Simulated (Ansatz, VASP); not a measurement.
## One calculation of Nb, two programs

File INCAR:

```
ALGO = Normal ; EDIFF = 1E-6
ENCUT = 520 ; GGA = PE
ISIF = 2 ; ISMEAR = 0
LASPH = T ; LCHARG = F
LREAL = F ; LWAVE = F
NBANDS = 12 ; NELM = 80
PREC = Accurate ; SIGMA = 0.1
```

Contents of KPOINTS:

```
k-points
0
Gamma
  12 12 14
```

File POSCAR:

```
Nb
1.0
    2.9005511247     -0.0184498261      0.4313479177
   -1.4662535805      2.5396256981      0.0000000000
    1.8105959355      1.0453480508      2.8182557481
Nb
1
Direct
    0.0000000000      0.0000000000      0.0000000000
```

Input for Ansatz:

```yaml
crystal:
  lattice:
    - [2.9005511247, -0.0184498261, 0.4313479177]
    - [-1.4662535805, 2.5396256981, 0.0]
    - [1.8105959355, 1.0453480508, 2.8182557481]
  atoms:
    - { symbol: Nb, position: [0.0, 0.0, 0.0] }
basis:
  ecutwfc: 420
kpoints:
  mp_grid: { grid: [12, 12, 14] }
hamiltonian:
  xc: pbe
scf:
  occupations: { method: gaussian, width: 0.1 }
output:
  forces: true
  stress: true
  eigenvalues: true
  write_density: true
  write_potential: true
  elf: true
  volumetric_format: npy
```

Change from the starting cell: band edges of the strained film's bulk.

Alike in both runs: task single point; functional PBE; k mesh 12 × 12 × 14; occupations gaussian, width 0.1 eV; no spin polarisation.

```csv
,VASP,Ansatz
version,VASP 6.6.1,Ansatz 0.2.0
potentials or method,"VASP PAW PBE potentials, release 64 (Nb_sv)","scalar-relativistic, plane waves, PAW"
plane-wave cutoff (eV),520,420
valence electrons in the cell,13,13
```

```csv
,VASP,Ansatz,Ansatz less VASP
gap on the k mesh at the Fermi level (eV),none,none,-
pressure (GPa),3.5,3.8,+0.32
largest component of the traceless stress (GPa),8.98,9.01,+0.025
```

A gap of «none» marks a metal or a gap that the smearing closes. The functional is the same, so the differences come from potentials, cutoffs and numerics.
